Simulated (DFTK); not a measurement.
The system is Ir.

```
Ir
1.0
     0.00000    1.91560    1.91560
     1.91560    0.00000    1.91560
     1.91560    1.91560    0.00000
Ir
1
Direct
  0.00000 0.00000 0.00000
```

Base run:

```yaml
Program: DFTK 0.8.2
Functional: PBE
Potentials_or_basis: dojo.nc.sr.pbe.v0_4_1.standard.upf (PBE)
Cutoff: 1088 eV
k_mesh: 12 × 12 × 12
Occupations: fermi-dirac, width 0.05 eV
Spin: no spin polarisation
```

Its results: band gap on the k mesh none (metal or under the smearing width); pressure 10.4 GPa.

After a change of settings the same cell gave: band gap on the k mesh none (metal or under the smearing width); pressure -0.3 GPa. Which change was it?
A. functional from PBE to LDA; potentials or basis from dojo.nc.sr.pbe.v0_4_1.standard.upf (PBE) to cp2k.nc.sr.lda.v0_1.largecore.gth (LDA, GTH, large core); cutoff from 1088 eV to 1034 eV; valence electrons from 17 to 9
B. functional from PBE to PBEsol; potentials or basis from dojo.nc.sr.pbe.v0_4_1.standard.upf (PBE) to SG15 1.2 (PBE); cutoff from 1088 eV to 1225 eV
C. potentials or basis from dojo.nc.sr.pbe.v0_4_1.standard.upf (PBE) to SG15 1.2 (PBE); cutoff from 1088 eV to 952 eV

B.

Caveats: the potentials were made for another functional, which shifts forces and pressure (some runs).

Not every run made on this cell is shown here.
